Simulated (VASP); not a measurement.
## P: single point with PBE+D3(BJ)

P:

```xyz
1
Lattice="2.5586 0.0000 0.0000 0.0000 2.5586 0.0000 0.0000 0.0000 2.5586" Properties=species:S:1:pos:R:3 pbc="T T T"
P     0.0000    0.0000    0.0000
```

The cell was built by a generator and needn't be a form met in nature.

- Program: VASP 6.6.1
- Task: single point
- Functional: PBE
- Dispersion: D3(BJ)
- Potentials or basis: VASP PAW PBE potentials, release 64 (P)
- Cutoff: 520 eV
- k mesh: 18 × 18 × 18
- Occupations: gaussian, width 0.05 eV
- Spin: no spin polarisation
- Dipole correction: no
- Further INCAR settings: ALGO = Normal; EDIFF = 1e-06; NBANDS = 8

```yaml
Pressure: -14.4 GPa
Band_gap_on_the_k_mesh: none (metal or under the smearing width)
Dispersion_energy_per_atom: -0.421 eV
```

Levels at points of the mesh, in eV from the Fermi level:
| k point | band 1 | band 2 | band 3 | band 4 | band 5 | band 6 | band 7 |
| --- | --- | --- | --- | --- | --- | --- | --- |
| (0.00, 0.00, 0.00) | -15.06 | 4.39 | 4.39 | 4.39 | 7.07 | 7.07 | 12.77 |
| (0.50, 0.00, 0.00) | -11.43 | -7.42 | 6.66 | 6.66 | 9.35 | 13.90 | 13.90 |
| (0.50, 0.50, 0.00) | -7.56 | -4.52 | -4.52 | 1.89 | 8.74 | 15.63 | 16.13 |
| (0.50, 0.50, 0.50) | -3.02 | -1.92 | -1.92 | -1.92 | 5.21 | 5.21 | 5.21 |

It took 11 s on 1 thread of Intel(R) Xeon(R) 6975P-C (Granite Rapids) (shared host), peak memory 0.14 GiB.

Caveat: pairwise dispersion overbinds metals, which lowers pressure and volume.
